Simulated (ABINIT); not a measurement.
# BN (F-43m) in ABINIT: a series of runs

Aim: see how the results for BN move with the level of theory and the settings. Levels: PBE, PBE0. Tasks: single point.

All numbers are computed with ABINIT 10.8.3 (patched build); they aren't measurements. Logs are shortened: lines on timing, memory, paths and dates and some standing lists are left out, and cuts for length are marked. The log counts tension as positive stress, the text compression.

**Measured values to compare with.**

From a printed reference work, monograph, for a bulk crystal of BN at 300 K: band gap 6.4 eV (indirect).

How close the calculation comes is told below.

**1. The crystal as given**

Symmetry: F-43m, No. 216, cubic system. Conventional cell: a = 3.626 Å, b = 3.626 Å, c = 3.626 Å, α = 90.00°, β = 90.00°, γ = 90.00°. Around N (site symmetry -43m) lie 4 B at 1.57 Å. B (site symmetry -43m) has 4 N at 1.57 Å as nearest neighbours.

The cell is a database's computed one.

**2. Single point, PBE**

File run.abi:

```
# Pseudopotentials
pp_dirpath "./"
pseudos "N.upf, B.upf"

# Structure
acell 3*1.0 Angstrom
rprim
     0.0000000000     1.8130010000     1.8130010000
     1.8130010000     0.0000000000     1.8130010000
     1.8130010000     1.8130010000     0.0000000000
ntypat 2
znucl 7 5
natom 2
typat 1 2
xcart
     0.9065005000     0.9065005000     0.9065005000
     0.0000000000     0.0000000000     0.0000000000 Angstrom

# Plane-wave basis
ecut 952.398519 eV

# k points
kptopt 1
ngkpt 8 8 8
nshiftk 1
shiftk 0.0 0.0 0.0

# Exchange and correlation
ixc 11

# Bands and occupations
nband 6
occopt 1

# SCF cycle
nstep 100
tolvrs 1.0e-10
diemac 6.0

# Output
iomode 3
prtwf 0
prteig 0
prtebands 0
prtden 1
prtvha 1
prtvclmb 1
prtpot 1
prtelf 1
```

Potentials or basis: PseudoDojo NC SR PBE v0.4.1 standard.

Started as:

```
mpirun --bind-to none -np 8 abinit run.abi > log 2>&1
```

run.abo:

```text
.Version 10.8.3 of ABINIT
 Symmetries : space group F-4 3 m (#216); Bravais cF (face-center cubic)
================================================================================
 Values of the parameters that define the memory need of the present run
     intxc =       0    ionmov =       0      iscf =       7    lmnmax =       4
     lnmax =       4     mgfft =      27  mpssoang =       2    mqgrid =    3001
     natom =       2  nloc_mem =       1    nspden =       1   nspinor =       1
    nsppol =       1      nsym =      24    n1xccc =    2501    ntypat =       2
    occopt =       1   xclevel =       2
       mpw =         817          nfft =       19683          nkpt =          29
================================================================================
================================================================================

--------------------------------------------------------------------------------
------------- Echo of variables that govern the present computation ------------
--------------------------------------------------------------------------------
 -outvars: echo values of preprocessed input variables --------
            acell      1.8897261259E+00  1.8897261259E+00  1.8897261259E+00 Bohr
              amu      1.40067400E+01  1.08110000E+01
           diemac      6.00000000E+00
             ecut      3.50000000E+01 Hartree
              ixc          11
         kptrlatt        8    0    0      0    8    0      0    0    8
          kptrlen      3.87616179E+01
            natom           2
            nband           6
            ngfft          27      27      27
             nkpt          29
            nstep         100
             nsym          24
           ntypat           2
        prtebands           0
           prteig           0
           prtelf           1
           prtpot           1
         prtvclmb           1
           prtvha           1
            prtwf           0
            rprim      0.0000000000E+00  1.8130010000E+00  1.8130010000E+00
                       1.8130010000E+00  0.0000000000E+00  1.8130010000E+00
                       1.8130010000E+00  1.8130010000E+00  0.0000000000E+00
          spgroup         216
           tolvrs      1.00000000E-10
            typat      1  2
           xangst      9.0650050000E-01  9.0650050000E-01  9.0650050000E-01
                       0.0000000000E+00  0.0000000000E+00  0.0000000000E+00
            xcart      1.7130376780E+00  1.7130376780E+00  1.7130376780E+00
                       0.0000000000E+00  0.0000000000E+00  0.0000000000E+00
             xred      2.5000000000E-01  2.5000000000E-01  2.5000000000E-01
                       0.0000000000E+00  0.0000000000E+00  0.0000000000E+00
            znucl        7.00000    5.00000

================================================================================

 chkinp: Checking input parameters for consistency.

================================================================================
== DATASET  1 ==================================================================

--- !DatasetInfo
[... 98 lines left out ...]
...

 Integrated electronic density in atomic spheres:
 ------------------------------------------------
 Atom  Sphere_radius  Integrated_density
    1        2.00000          5.73645822
    2        2.00000          3.29697573
================================================================================

 ----iterations are completed or convergence reached----

 Mean square residual over all n,k,spin=   91.724E-07; max=  86.271E-05
 reduced coordinates (array xred) for    2 atoms
       0.250000000000      0.250000000000      0.250000000000
       0.000000000000      0.000000000000      0.000000000000
 rms dE/dt=  0.0000E+00; max dE/dt=  0.0000E+00; dE/dt below (all hartree)
    1       0.000000000000      0.000000000000      0.000000000000
    2       0.000000000000      0.000000000000      0.000000000000

 cartesian coordinates (angstrom) at end:
    1      0.90650050000000     0.90650050000000     0.90650050000000
    2      0.00000000000000     0.00000000000000     0.00000000000000

 cartesian forces (hartree/bohr) at end:
    1     -0.00000000000000    -0.00000000000000    -0.00000000000000
    2     -0.00000000000000    -0.00000000000000    -0.00000000000000
 frms,max,avg= 0.0000000E+00 0.0000000E+00   0.000E+00  0.000E+00  0.000E+00 h/b

 cartesian forces (eV/Angstrom) at end:
    1     -0.00000000000000    -0.00000000000000    -0.00000000000000
    2     -0.00000000000000    -0.00000000000000    -0.00000000000000
 frms,max,avg= 0.0000000E+00 0.0000000E+00   0.000E+00  0.000E+00  0.000E+00 e/A
 length scales=  1.889726125908  1.889726125908  1.889726125908 bohr
              =  1.000000000000  1.000000000000  1.000000000000 angstroms
 Fermi (or HOMO) energy (hartree) =   0.29779   Average Vxc (hartree)=  -0.47282
 Eigenvalues (hartree) for nkpt=  29  k points:
 kpt#   1, nband=  6, wtk=  0.00195, kpt=  0.0000  0.0000  0.0000 (reduced coord)
  -0.44120    0.29779    0.29779    0.29779    0.62237    0.62237
 prteigrs : prtvol=0 or 1, do not print more k-points.

--- !EnergyTerms
iteration_state     : {dtset: 1, }
comment             : Components of total free energy in Hartree
kinetic             :  9.38535837839404E+00
hartree             :  1.80037460090254E+00
xc                  : -4.36506679199390E+00
Ewald energy        : -1.31304313918359E+01
psp_core            :  8.55220410293565E-01
local_psp           : -6.88617839186701E+00
non_local_psp       : -1.06167406819979E+00
total_energy        : -1.34023972543065E+01
total_energy_eV     : -3.64697808309009E+02
band_energy         :  8.28399968810124E-02
...

 Cartesian components of stress tensor (hartree/bohr^3)
  sigma(1 1)=  6.66116793E-05  sigma(3 2)=  0.00000000E+00
  sigma(2 2)=  6.66116793E-05  sigma(3 1)=  0.00000000E+00
  sigma(3 3)=  6.66116793E-05  sigma(2 1)=  0.00000000E+00

-Cartesian components of stress tensor (GPa)         [Pressure= -1.9598E+00 GPa]
- sigma(1 1)=  1.95978327E+00  sigma(3 2)=  0.00000000E+00
- sigma(2 2)=  1.95978327E+00  sigma(3 1)=  0.00000000E+00
- sigma(3 3)=  1.95978327E+00  sigma(2 1)=  0.00000000E+00

== END DATASET(S) ==============================================================
================================================================================

 -outvars: echo values of variables after computation  --------
            acell      1.8897261259E+00  1.8897261259E+00  1.8897261259E+00 Bohr
           etotal     -1.3402397254E+01
            fcart     -0.0000000000E+00 -0.0000000000E+00 -0.0000000000E+00
                      -0.0000000000E+00 -0.0000000000E+00 -0.0000000000E+00
            rprim      0.0000000000E+00  1.8130010000E+00  1.8130010000E+00
                       1.8130010000E+00  0.0000000000E+00  1.8130010000E+00
                       1.8130010000E+00  1.8130010000E+00  0.0000000000E+00
           strten      6.6611679265E-05  6.6611679265E-05  6.6611679265E-05
                       0.0000000000E+00  0.0000000000E+00  0.0000000000E+00
           xangst      9.0650050000E-01  9.0650050000E-01  9.0650050000E-01
                       0.0000000000E+00  0.0000000000E+00  0.0000000000E+00
             xred      2.5000000000E-01  2.5000000000E-01  2.5000000000E-01
                       0.0000000000E+00  0.0000000000E+00  0.0000000000E+00
 Calculation completed.
```

Wall time 2.9 s (8 MPI ranks of Arm Neoverse N1, shared host); peak memory 0.48 GiB.

Results:

```yaml
Free_energy: -364.6978 eV
Pressure: -2.0 GPa
Band_gap_on_the_k_mesh: 4.52 eV, indirect (least direct gap 8.83 eV)
All_electrons_inside_the_program's_atomic_spheres: N 5.74; B 3.30
```

**3. Single point, PBE0**

Changes to run.abi since step 2:

```diff
@@ -28,3 +28,3 @@
 # Exchange and correlation
-ixc 11
+ixc 41
 
@@ -35,5 +35,5 @@
 # SCF cycle
-nstep 100
-tolvrs 1.0e-10
+nstep 60
 diemac 6.0
+toldfe 1.0e-7
```

Potentials or basis: PseudoDojo NC SR PBE v0.4.1 standard.

Started as:

```
mpirun --bind-to none -np 8 abinit run.abi > log 2>&1
```

Run time: 28 min. Hardware: 8 MPI ranks of Arm Neoverse N1, shared host; peak memory 0.72 GiB.

The run converged. Its results:

```
Free energy                                       : -364.7513 eV
Pressure                                          : -10.7 GPa
Band gap on the k mesh                            : 6.58 eV, indirect (least direct gap 11.30 eV)
All electrons inside the program's atomic spheres : N 5.76; B 3.29
```

Levels at points of the mesh, in eV from the valence-band top:
| k point | band 1 | band 2 | band 3 | band 4 | band 5 | band 6 |
| --- | --- | --- | --- | --- | --- | --- |
| (0.00, 0.00, 0.00) | -22.06 | 0.00 | 0.00 | 0.00 | 11.30 | 11.30 |
| (0.50, 0.00, 0.00) | -17.59 | -11.58 | -2.11 | -2.11 | 12.53 | 13.28 |
| (0.50, 0.50, 0.00) | -16.12 | -9.74 | -5.29 | -5.29 | 6.58 | 11.55 |

Caveat: the potentials were made for another functional, which shifts forces and pressure.

**4. Single point, PBE**

File run.abi:

```
pp_dirpath "./"
pseudos "N.upf, B.upf"

acell 4.8452022309 4.8452022309 4.8452022309
rprim
     0.0000000000     0.7071067812     0.7071067812
     0.7071067812     0.0000000000     0.7071067812
     0.7071067812     0.7071067812     0.0000000000
ntypat 2
znucl 7 5
natom 2
typat 1 2
xred
     0.2500000000     0.2500000000     0.2500000000
     0.0000000000     0.0000000000     0.0000000000

ecut 35.0

kptopt 1
ngkpt 10 10 10
nshiftk 1
shiftk 0.0 0.0 0.0

ixc 11

nband 8
occopt 3
tsmear 0.00183747

nstep 100
tolvrs 1.0e-10

iomode 3
prtwf 0
prteig 0
prtebands 0
prtden 1
prtvha 1
prtvclmb 1
prtpot 1
prtelf 1
```

Started as:

```
mpirun --bind-to none -np 4 abinit run.abi > log 2>&1
```

Wall time 3.3 s (4 MPI ranks of Arm Neoverse V1, shared host); peak memory 0.24 GiB.

The run converged. Its results:

```yaml
Free_energy: -364.6981 eV
Pressure: -2.0 GPa
Band_gap_on_the_k_mesh: 4.52 eV, indirect (least direct gap 8.83 eV)
All_electrons_inside_the_program's_atomic_spheres: N 5.74; B 3.30
```

Levels at points of the mesh, in eV from the valence-band top:
```csv
k point,band 2,band 3,band 4,band 5,band 6,band 7
"(0.00, 0.00, 0.00)",0.00,0.00,0.00,8.83,8.83,8.83
"(0.50, 0.00, 0.00)",-10.60,-1.93,-1.93,10.09,10.73,10.73
"(0.50, 0.50, 0.00)",-8.85,-4.86,-4.86,4.52,9.29,17.77
```

**5. The runs side by side**

| level | k mesh | smearing | most SCF steps | gap on the mesh (eV) | pressure (GPa) |
| --- | --- | --- | --- | --- | --- |
| PBE | 8 × 8 × 8 | fixed | - | 4.52 | -2.0 |
| PBE0 | 8 × 8 × 8 | fixed | 60 | 6.58 | -10.7 |
| PBE | 10 × 10 × 10 | fermi-dirac 0.05 eV | - | 4.52 | -2.0 |

Alike in all rows: task single point; potentials or basis PseudoDojo NC SR PBE v0.4.1 standard; no spin polarisation; cell as given; cutoff (eV) 952.

On the cell as given the gap runs from 4.52 eV (PBE) to 6.58 eV (PBE0); the meshes differ, which moves gaps too. The pressure there spans -10.7 GPa (PBE0) to -2.0 GPa (PBE); a positive pressure means that this level wants a larger cell, a negative one a smaller.

Caveats: the potentials were made for another functional, which shifts forces and pressure (some runs).

Absolute energies hang on the potentials; compare differences alone.

**6. Comparison with measurements**

Step 2. Measured gap of BN: 6.4 eV (indirect; 300 K; a printed reference work, monograph). This calculation gives 4.52 eV (-1.88 eV). The value is that of PBE on a finite k mesh, which can miss the band edges, without temperature or zero-point motion. Semilocal functionals fall short of measured gaps as a rule. The cell is a database's relaxed one, not the measured one, which moves gaps too.

Step 3. Measured gap of BN: 6.4 eV (indirect; 300 K; a printed reference work, monograph). This calculation gives 6.58 eV (+0.18 eV). The value is that of PBE0 on a finite k mesh, which can miss the band edges, without temperature or zero-point motion. The cell is a database's relaxed one, not the measured one, which moves gaps too.

Step 4. Measured gap of BN: 6.4 eV (indirect; 300 K; a printed reference work, monograph). This calculation gives 4.52 eV (-1.88 eV). The value is that of PBE on a finite k mesh, which can miss the band edges, without temperature or zero-point motion. Semilocal functionals fall short of measured gaps as a rule. The cell is a database's relaxed one, not the measured one, which moves gaps too.
